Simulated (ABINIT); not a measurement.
# BeTe (F-43m): G0W0 in ABINIT against the bands in the screening, part 2 of 2

Aim: move the bands in the screening of a G0W0 run on BeTe (F-43m) over a wide range.

ABINIT 10.8.3; LDA and many-body steps on it, plane waves. Known limits of the many-body steps: not at the basis limit; exchange with frozen shells missing; no spin-orbit coupling; coarse k mesh.

So far. Step 2 (Screening, 4×4×4 mesh, 18 bands, screening to 106.1 eV): Local fields lower ε∞ by 12 %. On a Γ-centred mesh this coarse the value itself is usually too large, while a short band sum pulls it down. Step 3 (18 bands): The gap on the mesh goes from 1.77 eV to 3.16 eV, a correction of +1.38 eV.

The database entry behind the starting cell differs from later determinations by our own check (an axis about 1.5 % short against later determinations), so it need not match the best structure at ambient conditions.

**5. 27 bands**

This step: G0W0 on LDA, plane waves, norm-conserving pseudopotentials.

Input file run.abi:

```
acell 3*1.0 Angstrom
rprim 
  0.000000000000 2.770000000000 2.770000000000
  2.770000000000 0.000000000000 2.770000000000
  2.770000000000 2.770000000000 -0.000000000000
ntypat 2
znucl 4 52
natom 2
typat 1 2
xred 
  0.000000000000 0.000000000000 0.000000000000
  0.250000000000 0.250000000000 0.250000000000
pp_dirpath "pseudos"
pseudos "Be.upf, Te.upf"
ecut 38
ngkpt 4 4 4
nshiftk 1
shiftk 0 0 0
kptopt 1
chksymbreak 0
istwfk *1
occopt 1
irdwfk 1
optdriver 4
nband 27
gwcalctyp 0
ecutsigx 38
symsigma 1
nkptgw 2
kptgw 
  0.0000000000 0.0000000000 0.0000000000
  0.5000000000 0.5000000000 0.0000000000
bdgw 
  8 13
  9 12
ecuteps 3.9
irdscr 1
ppmodel 1
indata_prefix "in"
outdata_prefix "out"
tmpdata_prefix "tmp"
```

Started as:

```bash
$ OMP_NUM_THREADS=1 mpirun -n 4 abinit run.abi > log
```

Log:

```text
.Version 10.8.3 of ABINIT. v10.8.2 released Aug 2026.

 Symmetries : space group F-4 3 m (#216); Bravais cF (face-center cubic)
[... echo of the input left out ...]
== DATASET  1 ==================================================================
-   mpi_nproc: 4, omp_nthreads: 1 (-1 if OMP is not activated)

--- !DatasetInfo
iteration_state: {dtset: 1, }
dimensions: {natom: 2, nkpt: 8, mband: 27, nsppol: 1, nspinor: 1, nspden: 1, mpw: 3250, }
cutoff_energies: {ecut:  38.0, pawecutdg:  -1.0, }
electrons: {nelect:   2.00000000E+01, charge:   0.00000000E+00, occopt:   1.00000000E+00, tsmear:   1.00000000E-02, }

 SIGMA: Calculation of the GW corrections

 Based on a program developped by R.W. Godby, V. Olevano, G. Onida, and L. Reining.
 Incorporated in ABINIT by V. Olevano, G.-M. Rignanese, and M. Torrent.
.Using double precision arithmetic ; gwpc =  8

[... cell and pseudopotentials left out ...]
--------------------------------------------------------------------------------

 ==== K-mesh for the wavefunctions ====
 Number of points in the irreducible wedge :     8
[... list of points left out ...]
 Together with 24 symmetry operations and time-reversal symmetry
 yields    64 points in the full Brillouin Zone.

 ==== Q-mesh for screening function ====
 Number of points in the irreducible wedge :     8
[... list of points left out ...]
 Together with 24 symmetry operations and time-reversal symmetry
 yields    64 points in the full Brillouin Zone.

 vcoul_init : cutoff-mode = AUXILIARY_FUNCTION
 q-points for optical limit:   1
     1)      0.000010    0.000020    0.000030
 setmesh: FFT mesh size selected  =    45x   45x   45
          total number of points  =        91125

 Number of electrons calculated from density =   20.0000; Expected =   20.0000
[...]
number of omega for Sigma on real axis              0
 max omega for Sigma on real axis  [eV]           0.00
 zcut for avoiding poles [eV]                     0.10

 EPSILON^-1 parameters (SCR file):
 dimension of the eps^-1 matrix on file            113
 dimension of the eps^-1 matrix used               113
 number of plane-waves for wavefunctions          3143
 number of bands                                    27
 number of q-points in IBZ                           8
 number of frequencies                               2
 number of real frequencies                          1
 number of imag frequencies                          1

 matrix elements of self-energy operator (all in [eV])

 Perturbative Calculation

--- !SelfEnergy_ee
iteration_state: {dtset: 1, }
kpoint     : [   0.000,    0.000,    0.000, ]
spin       : 1
KS_gap     :    3.600
QP_gap     :    5.211
Delta_QP_KS:    1.611
data: !SigmaeeData |
     Band     E0 <VxcDFT>   SigX SigC(E0)      Z dSigC/dE  Sig(E)    E-E0       E
        8   4.477 -12.924 -15.485   2.100   0.810  -0.234 -13.298  -0.373   4.104
        9   4.477 -12.924 -15.485   2.100   0.810  -0.234 -13.298  -0.373   4.104
       10   4.477 -12.924 -15.485   2.100   0.810  -0.234 -13.298  -0.373   4.104
[...]
--- !SelfEnergy_ee
iteration_state: {dtset: 1, }
kpoint     : [   0.500,    0.500,    0.000, ]
spin       : 1
KS_gap     :    4.592
QP_gap     :    5.970
Delta_QP_KS:    1.378
data: !SigmaeeData |
     Band     E0 <VxcDFT>   SigX SigC(E0)      Z dSigC/dE  Sig(E)    E-E0       E
[...]
11   6.252  -9.265  -4.980  -3.214   0.820  -0.220  -8.388   0.878   7.130
       12   7.107  -9.984  -5.491  -3.238   0.814  -0.228  -8.963   1.021   8.128

== END DATASET(S) ==============================================================
================================================================================

 -outvars: echo values of variables after computation  --------
           etotal      0.0000000000E+00
            nband          27
             nkpt           8
          spgroup         216
 [... the other variables as echoed above ...]

 Calculation completed.
```

It took 2.7 s on 4 MPI ranks of Arm Neoverse V2, shared host; peak memory 0.17 GiB; 10 s of CPU time.

This step gave:

- G0W0 gap on the points computed: 3.026 eV
- starting gap on the mesh: 1.775 eV
- k of the valence top: 0, 0, 0
- k of the conduction bottom: 0.5, 0.5, 0
- Z at the valence top: 0.81
- Z at the conduction bottom: 0.82
- least direct G0W0 gap on the computed points: 5.211 eV

Against the run before, the gap moves by −0.129 eV.

**6. Screening, 4×4×4 mesh, 50 bands, screening to 106.1 eV**

This step: RPA screening on LDA, plane waves, norm-conserving pseudopotentials.

Edit run.abi of step 5 so:

```diff
@@ -23,17 +23,8 @@
 irdwfk 1
-optdriver 4
-nband 27
-gwcalctyp 0
-ecutsigx 38
-symsigma 1
-nkptgw 2
-kptgw 
-  0.0000000000 0.0000000000 0.0000000000
-  0.5000000000 0.5000000000 0.0000000000
-bdgw 
-  8 13
-  9 12
+optdriver 3
+nband 50
 ecuteps 3.9
-irdscr 1
-ppmodel 1
+inclvkb 2
+awtr 1
+symchi 1
 indata_prefix "in"
```

Log:

```text
.Version 10.8.3 of ABINIT. v10.8.2 released Aug 2026.

 Symmetries : space group F-4 3 m (#216); Bravais cF (face-center cubic)
[... echo of the input left out ...]
== DATASET  1 ==================================================================
-   mpi_nproc: 4, omp_nthreads: 1 (-1 if OMP is not activated)

--- !DatasetInfo
iteration_state: {dtset: 1, }
dimensions: {natom: 2, nkpt: 8, mband: 50, nsppol: 1, nspinor: 1, nspden: 1, mpw: 3250, }
cutoff_energies: {ecut:  38.0, pawecutdg:  -1.0, }
[...]
--------------------------------------------------------------------------------
[... chi0 elements left out ...]
 For q-point:  0.000010 0.000020 0.000030
  dielectric constant =   9.3218
  dielectric constant without local fields =  10.5967

  Average fulfillment of the sum rule on Im[epsilon] for q-point    1 :     54.20  [%]
[... wings left out ...]
  q-point number  2        q = ( 0.250000, 0.000000, 0.000000) [r.l.u.]
--------------------------------------------------------------------------------
[... chi0 elements left out ...]
  Average fulfillment of the sum rule on Im[epsilon] for q-point    2 :     72.47  [%]

 [... 6 further q-points ...]
```

Wall time 6.6 s (4 MPI ranks); peak memory 0.54 GiB.

Numbers from this step:

| Property | Result |
| --- | --- |
| ε∞ with local fields, on this mesh, along the program's q direction | 9.322 |
| the same without local fields | 10.60 |
| plasma frequency | 25.47 eV |
| plane waves in the screening matrix | 113 |

**7. 50 bands**

This step: G0W0 on LDA, plane waves, norm-conserving pseudopotentials.

Edit run.abi of step 6 so:

```diff
@@ -23,8 +23,17 @@
 irdwfk 1
-optdriver 3
-nband 50
+optdriver 4
+nband 27
+gwcalctyp 0
+ecutsigx 38
+symsigma 1
+nkptgw 2
+kptgw 
+  0.0000000000 0.0000000000 0.0000000000
+  0.5000000000 0.5000000000 0.0000000000
+bdgw 
+  8 13
+  9 12
 ecuteps 3.9
-inclvkb 2
-awtr 1
-symchi 1
+irdscr 1
+ppmodel 1
 indata_prefix "in"
```

Log:

```text
.Version 10.8.3 of ABINIT. v10.8.2 released Aug 2026.

 Symmetries : space group F-4 3 m (#216); Bravais cF (face-center cubic)
[... echo of the input left out ...]
== DATASET  1 ==================================================================
-   mpi_nproc: 4, omp_nthreads: 1 (-1 if OMP is not activated)

--- !DatasetInfo
iteration_state: {dtset: 1, }
dimensions: {natom: 2, nkpt: 8, mband: 27, nsppol: 1, nspinor: 1, nspden: 1, mpw: 3250, }
cutoff_energies: {ecut:  38.0, pawecutdg:  -1.0, }
[...]
Band     E0 <VxcDFT>   SigX SigC(E0)      Z dSigC/dE  Sig(E)    E-E0       E
[...]
11   6.252  -9.265  -4.980  -3.299   0.821  -0.218  -8.455   0.810   7.062
       12   7.107  -9.984  -5.491  -3.326   0.815  -0.226  -9.033   0.952   8.059

== END DATASET(S) ==============================================================
================================================================================

 -outvars: echo values of variables after computation  --------
           etotal      0.0000000000E+00
            nband          27
             nkpt           8
          spgroup         216
 [... the other variables as echoed above ...]

 Calculation completed.
```

The job ended after 2.7 s (4 MPI ranks; peak memory 0.17 GiB).

This step gave:

```yaml
g0w0_gap_on_the_points_computed: 2.963 eV
starting_gap_on_the_mesh: 1.775 eV
k_of_the_valence_top: 0, 0, 0
k_of_the_conduction_bottom: 0.5, 0.5, 0
least_direct_g0w0_gap_on_the_computed_points: 5.152 eV
```

Against the run before, the gap moves by −0.063 eV.

**8. Side by side**

Times are wall times on 4 MPI ranks of Arm Neoverse V2, shared host, good to a factor of about two. A run's time includes the screening step that it read.

| run | mesh | bands | screening cutoff (eV) | DFT gap (eV) | gap on the mesh (eV) | direct (eV) | ε∞ used | time |
| --- | --- | --- | --- | --- | --- | --- | --- | --- |
| 18 bands | 4×4×4 | 27 | 106.1 | 1.775 | 3.155 | 5.314 | 9.22 | 5.5 s |
| 27 bands | 4×4×4 | 27 | 106.1 | 1.775 | 3.026 | 5.211 | 9.27 | 6.9 s |
| 50 bands | 4×4×4 | 27 | 106.1 | 1.775 | 2.963 | 5.152 | 9.32 | 9.3 s |

**9. Results**

```
18 bands     : 3.155 eV
27 bands     : 3.026 eV
50 bands     : 2.963 eV
known limits : not at the basis limit; exchange with frozen shells missing; no spin-orbit coupling; coarse k mesh
```

What this shows: The setting moved: bands in the screening. From 18 bands to 50 bands the gap moves by −0.19 eV. The last step still moves it by −0.063 eV. Bands and screening cutoff are coupled, so a series along one setting does not show full convergence. Bands and cutoff are finite, so the gap is not at the basis limit. The miss can reach some tenths of an eV and take either sign; the mesh is an error of its own. In the G0W0 runs levels were corrected at 2 k points alone, so a gap called «on the mesh» is the least over those, and an edge elsewhere would be missed. The 4×4×4 mesh is coarse for this cell, which bears on the long-range parts of exchange and screening. The norm-conserving file of at least one element keeps a d shell over frozen s and p shells of the same row. Exchange with those shells is missing from the self-energy, an error of 0.3 to 0.9 eV in cases checked, whose sign depends on which edge lies on those atoms. The many-body steps are scalar-relativistic: spin-orbit coupling is not in them.

[Paths, hosts, dates, memory and timing lines, banners, echoed tables and standing remarks are left out of the program output.]

[Logs are printed without paths, hosts, clocks, repeated set-up lines and the standing remarks that a program may print on its own settings, such as how far it seeks lower states.]

[Runs of the session that timed out or met a known fault of the program may be left out.]

[Hosts, paths, dates, database ids (printed as entryN), source tags and the programs' standing remarks are cut or masked in the printed files.]

[G0W0 gaps are taken among the corrected bands and points alone; a level outside them can change the order at an edge.]

[Where Ansatz stands beside ABINIT at settings called matched, ABINIT's density can come from a denser mesh and the files from another edition; pairs whose starting gaps differed by over 0.03 eV were left out, so agreement reads better than it is.]
